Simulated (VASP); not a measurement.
# Tl (P6_3/mmc) in VASP: single point with PBEsol

Aim: the single point of Tl with PBEsol.

Program: VASP 6.6.1. These are calculated values, not measurements. Logs are shortened: lines on timing, memory, paths and dates and some standing lists are left out, and cuts for length are marked.

**1. Starting point**

The structure is hexagonal, space group P6_3/mmc (No. 194). The conventional cell has a = 3.476 Å, b = 3.476 Å, c = 5.488 Å, α = 90.00°, β = 90.00°, γ = 120.00°. Around Tl (site symmetry -6m2) lie 12 Tl at 3.40 to 3.48 Å.

**2. Single point, PBEsol**

The input, INCAR:

```
PREC = Accurate
ENCUT = 520
EDIFF = 1E-6
ISMEAR = -1
SIGMA = 0.1
LREAL = False
LASPH = True
NELM = 100
ALGO = Fast
ISIF = 2
LWAVE = False
LCHARG = False
GGA = PS
NBANDS = 20
```

The input, KPOINTS:

```
Automatic mesh
0
Gamma
  12 12 6
```

The input, POSCAR:

```
Tl
1.0
    3.4759623566      0.0000000000      0.0000000000
   -1.7379811783      3.0102717034      0.0000000000
    0.0000000000      0.0000000000      5.4882242625
Tl
2
Direct
    0.3333333333      0.6666666667      0.2500000000
    0.6666666667      0.3333333333      0.7500000000
```

Potentials or basis: VASP PAW PBE potentials, release 64 (Tl_d).

The run is started by

```
$ cat potpaw_PBE.64/Tl_d/POTCAR > POTCAR
$ mpirun -np 1 vasp_std > vasp.out
```

OUTCAR:

```text
PREC = Accurate
   ENCUT = 520
   EDIFF = 1E-6
   ISMEAR = -1
   LREAL = False
   LASPH = True
   NELM = 100
   ISIF = 2
   GGA = PS

 ion  position               nearest neighbor table
   1  0.333  0.667  0.250-   2 3.40   2 3.40   2 3.40   2 3.40   2 3.40   2 3.40
   2  0.667  0.333  0.750-   1 3.40   1 3.40   1 3.40   1 3.40   1 3.40   1 3.40

  LATTYP: Found a hexagonal cell.
 ALAT       =     3.4759623566
 C/A-ratio  =     1.5789078533

  Lattice vectors:

 A1 = (   3.4759623566,   0.0000000000,   0.0000000000)
 A2 = (  -1.7379811783,   3.0102717034,   0.0000000000)
 A3 = (   0.0000000000,   0.0000000000,   5.4882242625)

Analysis of symmetry for initial positions (statically):
=====================================================================
 Subroutine PRICEL returns:
 Original cell was already a primitive cell.

 Routine SETGRP: Setting up the symmetry group for a
 hexagonal supercell.

 Subroutine GETGRP returns: Found 24 space group operations
 (whereof 12 operations were pure point group operations)
 out of a pool of 24 trial point group operations.

The static configuration has the point symmetry D_3d.
 The point group associated with its full space group is D_6h.

Analysis of symmetry for dynamics (positions and initial velocities):
=====================================================================
 Subroutine PRICEL returns:
 Original cell was already a primitive cell.

 Routine SETGRP: Setting up the symmetry group for a
 hexagonal supercell.

 Subroutine GETGRP returns: Found 24 space group operations
 (whereof 12 operations were pure point group operations)
 out of a pool of 24 trial point group operations.

The dynamic configuration has the point symmetry D_3d.
 The point group associated with its full space group is D_6h.

 Subroutine INISYM returns: Found 24 space group operations
 (whereof 12 operations are pure point group operations),
 and found     1 'primitive' translations

----------------------------------------------------------------------------------------

                                     Primitive cell

  volume of cell :      57.4265

  direct lattice vectors                    reciprocal lattice vectors
     3.475962357  0.000000000  0.000000000     0.287690112  0.166097964  0.000000000
    -1.737981178  3.010271703  0.000000000     0.000000000  0.332195927  0.000000000
     0.000000000  0.000000000  5.488224263     0.000000000  0.000000000  0.182208298

  length of vectors
     3.475962357  3.475962357  5.488224263     0.332195927  0.332195927  0.182208298

  position of ions in fractional coordinates (direct lattice)
     0.333333333  0.666666667  0.250000000
     0.666666667  0.333333333  0.750000000

  ion indices of the primitive-cell ions
   primitive index   ion index
                 1           1
                 2           2

----------------------------------------------------------------------------------------

 KPOINTS: Automatic mesh

Automatic generation of k-mesh.
 Grid dimensions read from file:
 generate k-points for:   12   12    6

 Generating k-lattice:

  Cartesian coordinates                     Fractional coordinates (reciprocal lattice)
     0.023974176  0.013841497  0.000000000     0.083333333 -0.000000000  0.000000000
     0.000000000  0.027682994  0.000000000     0.000000000  0.083333333  0.000000000
     0.000000000  0.000000000  0.030368050     0.000000000  0.000000000  0.166666667

  Length of vectors
     0.027682994  0.027682994  0.030368050

  Shift w.r.t. Gamma in fractional coordinates (k-lattice)
     0.000000000  0.000000000  0.000000000

 Subroutine IBZKPT returns following result:
 ===========================================

 Found     76 irreducible k-points:

 Following reciprocal coordinates:
            Coordinates               Weight
  0.000000  0.000000  0.000000      1.000000
  0.083333  0.000000  0.000000      6.000000
  0.166667  0.000000  0.000000      6.000000
  0.250000  0.000000  0.000000      6.000000
  0.333333  0.000000  0.000000      6.000000
  0.416667  0.000000  0.000000      6.000000
[... 16 lines left out ...]
  0.250000  0.000000  0.166667     12.000000
  0.333333  0.000000  0.166667     12.000000
 [... further k-points ...]
   k-points           NKPTS =     76   k-points in BZ     NKDIM =     76   number of bands    NBANDS=     20
   number of dos      NEDOS =    301   number of ions     NIONS =      2
   total plane-waves  NPLWV =  32928
   dimension x,y,z NGX =    28 NGY =   28 NGZ =   42
   dimension x,y,z NGXF=    56 NGYF=   56 NGZF=   84
   ions per type =               2
   NGX,Y,Z   is equivalent  to a cutoff of  13.39, 13.39, 12.72 a.u.
   NGXF,Y,Z  is equivalent  to a cutoff of  26.78, 26.78, 25.44 a.u.
 SYSTEM =  unknown system
   PREC   = accura    normal or accurate (medium, high low for compatibility)
   ISTART =      0    job   : 0-new  1-cont  2-samecut
   ICHARG =      2    charge: 1-file 2-atom 10-const
   ISPIN  =      1    spin polarized calculation?
   LNONCOLLINEAR =      F non collinear calculations
   LSORBIT =      F    spin-orbit coupling
   LASPH  =      T    aspherical Exc in radial PAW
   ENCUT  =  520.0 eV  38.22 Ry    6.18 a.u.   6.46  6.46 10.20*2*pi/ulx,y,z
   NELM   =    100;   NELMIN=  2; NELMDL= -5     # of ELM steps
   EDIFF  = 0.1E-05   stopping-criterion for ELM
   LREAL  =      F    real-space projection
   EDIFFG = 0.1E-04   stopping-criterion for IOM
   NSW    =      0    number of steps for IOM
   IBRION =     -1    ionic relax: 0-MD 1-quasi-New 2-CG
   NFREE  =      0    steps in history (QN), initial steepest desc. (CG)
   ISIF   =      2    stress and relaxation
   ISYM   =      2    0-nonsym 1-usesym 2-fastsym
   POTIM  = 0.5000    time-step for ionic-motion
   TEBEG  =    0.0;   TEEND  =   0.0 temperature during run
   PSTRESS=    0.0 pullay stress
   NELECT =      26.0000    total number of electrons
   NUPDOWN=      -1.0000    fix difference up-down
   EMIN   =  10.00;   EMAX   =-10.00  energy-range for DOS
   EFERMI =   0.00;   METHOD = LEGACY
   ISMEAR =    -1;   SIGMA  =   0.10  broadening in eV -4-tet -1-fermi 0-gaus
   EFERMI_NEDOS =   21; number of points for ismear=-14 and -15
   IALGO  =     68    algorithm
   IMIX   =      4    mixing-type and parameters
     AMIX     =   0.40;   BMIX     =  1.00
     AMIX_MAG =   1.60;   BMIX_MAG =  1.00
  volume/ion in A,a.u.               =      28.71       193.77
  Fermi-wavevector in a.u.,A,eV,Ry     =   1.257077  2.375530 21.500492  1.580242
  Thomas-Fermi vector in A             =   2.390753
   LORBIT       =      0    0 simple, 1 ext, 2 COOP (PROOUT), +10 PAW based schemes
   GGA     = PS    functional components
   LHFCALC =     F    Hartree Fock is set to
   AEXX    =    0.0000 exact exchange contribution
   IVDW    =     0    specifies the selected vdW correction
   LEPSILON=     F    determine dielectric tensor
   LRPA    =     F    only Hartree local field effects (RPA)
 non-spin polarized calculation
 RMM-DIIS sequential band-by-band and
  energy-cutoff  :      520.00
  volume of cell :       57.43
 maximum number of plane-waves:      1568
 NGX is ok and might be reduce to    28
   NGX = 13   NGY = 13   NGZ = 21

 number of electron      25.9999997 magnetization

 Free energy of the ion-electron system (eV)
  ---------------------------------------------------
  ext. energy  EPLUGINS =         0.00000000
  ---------------------------------------------------
  free energy    TOTEN  =        -5.28135466 eV

  energy without entropy =       -5.25382038  energy(sigma->0) =       -5.26758752

 E-fermi :   6.3116     XC(G=0): -10.3450

 val. band max:        6.3061523447   @ k =   0.2500   0.2500   0.1667
 cond. band min:       6.3670145210   @ k =   0.2500   0.1667   0.0000
 fundamental gap:      0.0608621763
 Fermi energy:         6.3116363274

 k-point     1 :       0.0000    0.0000    0.0000
  band No.  band energies     occupation
      1      -5.3931      2.00000
      2      -5.1477      2.00000
      3      -5.1440      2.00000
      4      -5.1440      2.00000
      5      -5.0883      2.00000
      6      -5.0883      2.00000
[... 12 lines left out ...]
     19      16.9969      0.00000
     20      17.5184      0.00000

 k-point     2 :       0.0833    0.0000    0.0000
  band No.  band energies     occupation
      1      -5.3709      2.00000
      2      -5.1885      2.00000
      3      -5.1152      2.00000
      4      -5.0990      2.00000
      5      -5.0881      2.00000
      6      -5.0614      2.00000
[... 12 lines left out ...]
     19      17.3546      0.00000
     20      17.6788      0.00000

 k-point     3 :       0.1667    0.0000    0.0000
  band No.  band energies     occupation
      1      -5.3479      2.00000
      2      -5.2050      2.00000
      3      -5.1067      2.00000
      4      -5.1022      2.00000
      5      -5.0894      2.00000
      6      -5.0357      2.00000
[... 12 lines left out ...]
     19      16.5983      0.00000
     20      18.1785      0.00000

 k-point     4 :       0.2500    0.0000    0.0000
  band No.  band energies     occupation
      1      -5.3897      2.00000
      2      -5.1992      2.00000
      3      -5.1847      2.00000
      4      -5.1332      2.00000
      5      -5.0793      2.00000
      6      -4.9352      2.00000
[... 12 lines left out ...]
     19      15.9407      0.00000
     20      17.2697      0.00000

 k-point     5 :       0.3333    0.0000    0.0000
  band No.  band energies     occupation
      1      -5.4498      2.00000
      2      -5.2716      2.00000
      3      -5.2325      2.00000
      4      -5.1734      2.00000
      5      -5.0177      2.00000
      6      -4.9179      2.00000
[... 12 lines left out ...]
     19      15.2131      0.00000
     20      16.6033      0.00000

 k-point     6 :       0.4167    0.0000    0.0000
  band No.  band energies     occupation
      1      -5.4951      2.00000
      2      -5.3380      2.00000
      3      -5.2655      2.00000
      4      -5.2014      2.00000
      5      -4.9723      2.00000
      6      -4.9530      2.00000
[... 12 lines left out ...]
     19      14.7078      0.00000
     20      16.1990      0.00000

 k-point     7 :       0.5000    0.0000    0.0000
  band No.  band energies     occupation
      1      -5.5117      2.00000
      2      -5.3625      2.00000
      3      -5.2783      2.00000
      4      -5.2113      2.00000
      5      -4.9647      2.00000
      6      -4.9563      2.00000
[... 12 lines left out ...]
     19      14.5298      0.00000
     20      16.0635      0.00000
[... 277 lines left out ...]
 k-point    20 :       0.0000    0.0000    0.1667
  band No.  band energies     occupation
      1      -5.3722      2.00000
      2      -5.1728      2.00000
      3      -5.1728      2.00000
      4      -5.1535      2.00000
      5      -5.1055      2.00000
      6      -5.1055      2.00000
[... 12 lines left out ...]
     19      16.5338      0.00000
     20      16.9631      0.00000

 k-point    21 :       0.0833    0.0000    0.1667
  band No.  band energies     occupation
      1      -5.3515      2.00000
      2      -5.1903      2.00000
      3      -5.1513      2.00000
      4      -5.1434      2.00000
      5      -5.1081      2.00000
      6      -5.0789      2.00000
[... 12 lines left out ...]
     19      16.6575      0.00000
     20      17.4142      0.00000

 k-point    22 :       0.1667    0.0000    0.1667
  band No.  band energies     occupation
      1      -5.3353      2.00000
      2      -5.1948      2.00000
      3      -5.1569      2.00000
      4      -5.1172      2.00000
      5      -5.1133      2.00000
      6      -5.0046      2.00000
[... 12 lines left out ...]
     19      16.1260      0.00000
     20      17.4337      0.00000

 k-point    23 :       0.2500    0.0000    0.1667
  band No.  band energies     occupation
      1      -5.3775      2.00000
      2      -5.2416      2.00000
      3      -5.1788      2.00000
      4      -5.1183      2.00000
      5      -5.0740      2.00000
      6      -4.9438      2.00000
[... 12 lines left out ...]
     19      15.5122      0.00000
     20      16.7144      0.00000

 k-point    24 :       0.3333    0.0000    0.1667
  band No.  band energies     occupation
      1      -5.4336      2.00000
      2      -5.3257      2.00000
      3      -5.2078      2.00000
      4      -5.1457      2.00000
      5      -5.0312      2.00000
      6      -4.9606      2.00000
[... 12 lines left out ...]
     19      14.8651      0.00000
     20      16.1236      0.00000

 [... further k-points ...]
[... 5 lines left out ...]
  --------------------------------------------------------------------------------------
  -------------------------------------------------------------------------------------
  Total       -0.0337756     -0.0337756     -0.0376377      0.0000000      0.0000000      0.0000000
  in kB       -0.9423262     -0.9423262     -1.0500759      0.0000000      0.0000000      0.0000000
  external PRESSURE =      -0.9782427 kB  Pullay stress =       0.0000000 kB

 VOLUME and BASIS-vectors are now :
 -----------------------------------------------------------------------------
  energy-cutoff  :      520.00
  volume of cell :       57.43
      direct lattice vectors                 reciprocal lattice vectors
     3.475962357  0.000000000  0.000000000     0.287690112  0.166097964  0.000000000
    -1.737981178  3.010271703  0.000000000     0.000000000  0.332195927  0.000000000
     0.000000000  0.000000000  5.488224263     0.000000000  0.000000000  0.182208298

 POSITION                                       TOTAL-FORCE (eV/Angst)
 -----------------------------------------------------------------------------------
     -0.00000      2.00685      1.37206        -0.000000      0.000000      0.000000
      1.73798      1.00342      4.11617         0.000000     -0.000000      0.000000
 -----------------------------------------------------------------------------------
    total drift:                               -0.000000      0.000000     -0.000000

  FREE ENERGIE OF THE ION-ELECTRON SYSTEM (eV)
  ---------------------------------------------------
  free  energy   TOTEN  =        -5.2813546564 eV

  energy  without entropy=       -5.2538203826  energy(sigma->0) =       -5.26758752
```

It took 30 s on 1 thread of Intel Xeon 6975P-C (Granite Rapids), shared host; peak memory 0.22 GiB.

What came out:

* Free energy: -5.2814 eV
* Pressure: -0.1 GPa
* Band gap on the k mesh: none (metal or under the smearing width)

Caveat: the PAW data sets were made with another functional, which shifts forces and pressure a little.
